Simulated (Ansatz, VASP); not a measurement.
**HfO2: VASP beside Ansatz**

Contents of INCAR:

```
PREC = Accurate
ENCUT = 520
EDIFF = 1E-7
ISMEAR = -1
SIGMA = 0.05
LREAL = F
LASPH = T
NELM = 100
ALGO = Normal
ISIF = 2
LWAVE = F
LCHARG = F
NBANDS = 18
```

File KPOINTS:

```
regular mesh
0
Gamma
  9 9 9
```

File POSCAR:

```
HfO2
1.0
    0.0000000000      2.5229349520      2.5229349520
    2.5229349520      0.0000000000      2.5229349520
    2.5229349520      2.5229349520      0.0000000000
Hf O
1 2
Direct
    0.0000000000      0.0000000000      0.0000000000
    0.7500000000      0.7500000000      0.7500000000
    0.2500000000      0.2500000000      0.2500000000
```

File input.yaml:

```yaml
crystal:
  lattice:
    - [0.0, 2.522934952, 2.522934952]
    - [2.522934952, 0.0, 2.522934952]
    - [2.522934952, 2.522934952, 0.0]
  atoms:
    - { symbol: Hf, position: [0.0, 0.0, 0.0] }
    - { symbol: O, position: [0.75, 0.75, 0.75] }
    - { symbol: O, position: [0.25, 0.25, 0.25] }
kpoints:
  mp_grid: { grid: [9, 9, 9] }
scf:
  occupations: { method: fermi_dirac, width: 0.05 }
hamiltonian:
  xc: lda
  pseudopotentials: { kind: all_electron, lapw: { basis_error: 0.002 } }
output:
  forces: true
  stress: true
  eigenvalues: true
```

Change from the starting cell: volume scaled by 0.96.

Alike in both runs: task single point; functional LDA; k mesh 9 × 9 × 9; occupations fermi-dirac, width 0.05 eV; no spin polarisation.

```csv
,VASP,Ansatz
version,VASP 6.6.1,Ansatz 0.2.0
potentials or method,"VASP PAW LDA potentials, release 64 (Hf_pv, O)","all-electron LAPW, scalar-relativistic"
plane-wave cutoff (eV),520,see its input
```

VASP gave:

| Quantity | Value |
| --- | --- |
| gap on the k mesh at the Fermi level (eV) | 3.75 |
| least direct gap on the mesh (eV) | 3.87 |
| pressure (GPa) | -10.2 |

Question: What did Ansatz give for the same quantities?

Answer: gap on the k mesh at the Fermi level (eV): 3.71; least direct gap on the mesh (eV): 3.84; pressure (GPa): -7.0.

Ansatz ran all-electron here, so the differences hold the error of VASP's frozen core and of both bases.

Caveats: spin-orbit coupling is left out, which moves the levels of the heavy elements; an odd mesh through Γ misses points on the zone boundary, where band edges often lie.
